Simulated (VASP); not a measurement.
# TiAl (P-6m2) in VASP: single point with LDA

Aim: the single point of TiAl with LDA.

All numbers are computed with VASP 6.6.1; they aren't measurements. Logs are shortened: lines on timing, memory, paths and dates and some standing lists are left out, and cuts for length are marked.

### Step 1. Starting point

Symmetry: P-6m2, No. 187, hexagonal system. Conventional cell: a = 2.867 Å, b = 2.867 Å, c = 4.678 Å, α = 90.00°, β = 90.00°, γ = 120.00°. Ti (site symmetry -6m2) is surrounded by 6 Al at 2.87 Å and 6 Ti at 2.87 Å. Around Al (site symmetry -6m2) lie 6 Ti at 2.87 Å and 6 Al at 2.87 Å.

The cell comes from a database or a generator and needn't be the stable form of this composition.

### Step 2. Single point, LDA

INCAR reads:

```
SYSTEM = TiAl
PREC     = Accurate       ! precision mode
ENCUT    = 520            ! plane-wave cutoff, eV
EDIFF    = 1E-6           ! SCF threshold, eV
ISMEAR   = 0              ! smearing method
SIGMA    = 0.1            ! smearing width, eV
LREAL    = .False.        ! projectors in reciprocal space
LASPH    = .True.         ! aspherical terms in the spheres
NELM     = 100            ! most SCF steps
ALGO     = Normal         ! electronic algorithm
ISIF     = 2              ! what is computed and relaxed
LWAVE    = .False.        ! write WAVECAR
LCHARG   = .False.        ! write CHGCAR
NBANDS   = 14             ! bands
```

KPOINTS reads:

```
Automatic mesh
0
Gamma
  9 9 4
  0 0 0
```

POSCAR reads:

```
TiAl
1.0
    2.8672622327      0.0000000000      0.0000000000
   -1.4336311163      2.4831219328      0.0000000000
    0.0000000000      0.0000000000      4.6780830000
Ti Al
1 1
Direct
    0.0000000000      0.0000000000      0.0000000000
    0.3333333300      0.6666666700      0.5000000000
```

Potentials or basis: VASP PAW LDA potentials, release 64 (Ti_sv, Al).

Launch:

```
> cat potpaw_LDA.64/Ti_sv/POTCAR potpaw_LDA.64/Al/POTCAR > POTCAR
> mpirun -np 1 vasp_std > vasp.out
```

OUTCAR:

```text
SYSTEM = TiAl
   PREC = Accurate
   ENCUT = 520
   EDIFF = 1E-6
   ISMEAR = 0
   LREAL = .False.
   LASPH = .True.
   NELM = 100
   ISIF = 2

 ion  position               nearest neighbor table
   1  0.000  0.000  0.000-   2 2.87   2 2.87   2 2.87   2 2.87   2 2.87   2 2.87
   2  0.333  0.667  0.500-   1 2.87   1 2.87   1 2.87   1 2.87   1 2.87   1 2.87

  LATTYP: Found a hexagonal cell.
 ALAT       =     2.8672622327
 C/A-ratio  =     1.6315504549

  Lattice vectors:

 A1 = (   2.8672622327,   0.0000000000,   0.0000000000)
 A2 = (  -1.4336311163,   2.4831219328,   0.0000000000)
 A3 = (   0.0000000000,   0.0000000000,   4.6780830000)

Analysis of symmetry for initial positions (statically):
=====================================================================
 Subroutine PRICEL returns:
 Original cell was already a primitive cell.

 Routine SETGRP: Setting up the symmetry group for a
 hexagonal supercell.

 Subroutine GETGRP returns: Found 12 space group operations
 (whereof 12 operations were pure point group operations)
 out of a pool of 24 trial point group operations.

The static configuration has the point symmetry D_3h.

Analysis of symmetry for dynamics (positions and initial velocities):
=====================================================================
 Subroutine PRICEL returns:
 Original cell was already a primitive cell.

 Routine SETGRP: Setting up the symmetry group for a
 hexagonal supercell.

 Subroutine GETGRP returns: Found 12 space group operations
 (whereof 12 operations were pure point group operations)
 out of a pool of 24 trial point group operations.

The dynamic configuration has the point symmetry D_3h.

 Subroutine INISYM returns: Found 12 space group operations
 (whereof 12 operations are pure point group operations),
 and found     1 'primitive' translations

----------------------------------------------------------------------------------------

                                     Primitive cell

  volume of cell :      33.3068

  direct lattice vectors                    reciprocal lattice vectors
     2.867262233  0.000000000  0.000000000     0.348764751  0.201359423  0.000000000
    -1.433631116  2.483121933  0.000000000     0.000000000  0.402718846  0.000000000
     0.000000000  0.000000000  4.678083000     0.000000000  0.000000000  0.213762774

  length of vectors
     2.867262233  2.867262233  4.678083000     0.402718846  0.402718846  0.213762774

  position of ions in fractional coordinates (direct lattice)
     0.000000000  0.000000000  0.000000000
     0.333333330  0.666666670  0.500000000

  ion indices of the primitive-cell ions
   primitive index   ion index
                 1           1
                 2           2

[... 87 lines left out ...]
   EFERMI_NEDOS =   21; number of points for ismear=-14 and -15
   IALGO  =     38    algorithm
   IMIX   =      4    mixing-type and parameters
     AMIX     =   0.40;   BMIX     =  1.00
     AMIX_MAG =   1.60;   BMIX_MAG =  1.00
  volume/ion in A,a.u.               =      16.65       112.38
  Fermi-wavevector in a.u.,A,eV,Ry     =   1.254857  2.371335 21.424622  1.574665
  Thomas-Fermi vector in A             =   2.388641
   LORBIT       =      0    0 simple, 1 ext, 2 COOP (PROOUT), +10 PAW based schemes
   GGA     = CA    functional components
   LHFCALC =     F    Hartree Fock is set to
   AEXX    =    0.0000 exact exchange contribution
   IVDW    =     0    specifies the selected vdW correction
   LEPSILON=     F    determine dielectric tensor
   LRPA    =     F    only Hartree local field effects (RPA)
 non-spin polarized calculation
 Gauss-broadening in eV      SIGMA  =   0.10
  energy-cutoff  :      520.00
  volume of cell :       33.31
 maximum number of plane-waves:       917
 NGX is ok and might be reduce to    24
   NGX = 11   NGY = 11   NGZ = 17

 number of electron      15.0000001 magnetization

 Free energy of the ion-electron system (eV)
  ---------------------------------------------------
  ext. energy  EPLUGINS =         0.00000000
  ---------------------------------------------------
  free energy    TOTEN  =       -13.22386108 eV

  energy without entropy =      -13.20982793  energy(sigma->0) =      -13.21684451

 E-fermi :   7.6724     XC(G=0): -11.1538

 val. band max:        7.6609631172   @ k =   0.3333   0.3333   0.2500
 cond. band min:       7.6823353139   @ k =   0.3333   0.3333   0.5000
 fundamental gap:      0.0213721967
 Fermi energy:         7.6724371407

 k-point     1 :       0.0000    0.0000    0.0000
  band No.  band energies     occupation
      1     -48.1795      2.00000
      2     -24.8962      2.00000
      3     -24.4510      2.00000
      4     -24.4510      2.00000
      5      -1.2555      2.00000
      6       5.3713      2.00000
      7       5.8743      2.00000
      8       8.9047      0.00000
      9       8.9047      0.00000
     10      10.3575      0.00000
     11      10.3575      0.00000
     12      11.5055      0.00000
     13      20.4356      0.00000
     14      20.4356      0.00000
[... 377 lines left out ...]
      1     -48.0667      2.00000
      2     -24.8654      2.00000
      3     -24.8621      2.00000
      4     -24.7877      2.00000
      5       5.7840      2.00000
      6       5.8354      2.00000
      7       6.1308      2.00000
      8       7.0706      2.00000
      9       7.6610      1.12890
     10      10.1254      0.00000
     11      10.3559      0.00000
     12      10.9412      0.00000
     13      14.4417      0.00000
     14      14.4632      0.00000

 [... further k-points ...]

------------------------ aborting loop because EDIFF is reached ----------------------------------------

  FORCE on cell =-STRESS in cart. coord.  units (eV):
  Direction    XX          YY          ZZ          XY          YZ          ZX
  --------------------------------------------------------------------------------------
  -------------------------------------------------------------------------------------
  Total       -1.2174353     -1.2174353     -1.2922868     -0.0000000      0.0000000      0.0000000
  in kB      -58.5629681    -58.5629681    -62.1635932     -0.0000000      0.0000000      0.0000000
  external PRESSURE =     -59.7631765 kB  Pullay stress =       0.0000000 kB

 VOLUME and BASIS-vectors are now :
 -----------------------------------------------------------------------------
  energy-cutoff  :      520.00
  volume of cell :       33.31
      direct lattice vectors                 reciprocal lattice vectors
     2.867262233  0.000000000  0.000000000     0.348764751  0.201359423  0.000000000
    -1.433631116  2.483121933  0.000000000     0.000000000  0.402718846  0.000000000
     0.000000000  0.000000000  4.678083000     0.000000000  0.000000000  0.213762774

 POSITION                                       TOTAL-FORCE (eV/Angst)
 -----------------------------------------------------------------------------------
      0.00000      0.00000      0.00000         0.000000      0.000000      0.000000
     -0.00000      1.65541      2.33904        -0.000000      0.000000      0.000000
 -----------------------------------------------------------------------------------
    total drift:                               -0.000000      0.000000      0.000000

  FREE ENERGIE OF THE ION-ELECTRON SYSTEM (eV)
  ---------------------------------------------------
  free  energy   TOTEN  =       -13.2238610766 eV

  energy  without entropy=      -13.2098279345  energy(sigma->0) =      -13.21684451
```

stdout:

```text
POSCAR found type information on POSCAR TiAl
 POSCAR found :  2 types and       2 ions
 scaLAPACK will be used
 LDA part: xc-table for (Slater(with rela. corr.)+CA(PZ))
 , standard interpolation
 POSCAR, INCAR and KPOINTS ok, starting setup
 FFT: planning ... GRIDC
 FFT: planning ... GRID_SOFT
 FFT: planning ... GRID
 WAVECAR not read
 entering main loop
```

It took 7.7 s on 1 thread of Intel Xeon 6975P-C (Granite Rapids), shared host; peak memory 0.13 GiB.

Results:

| Item | Value |
| --- | --- |
| Free energy | -13.2239 eV |
| Pressure | -6.0 GPa |
| Band gap on the k mesh | none (metal or under the smearing width) |
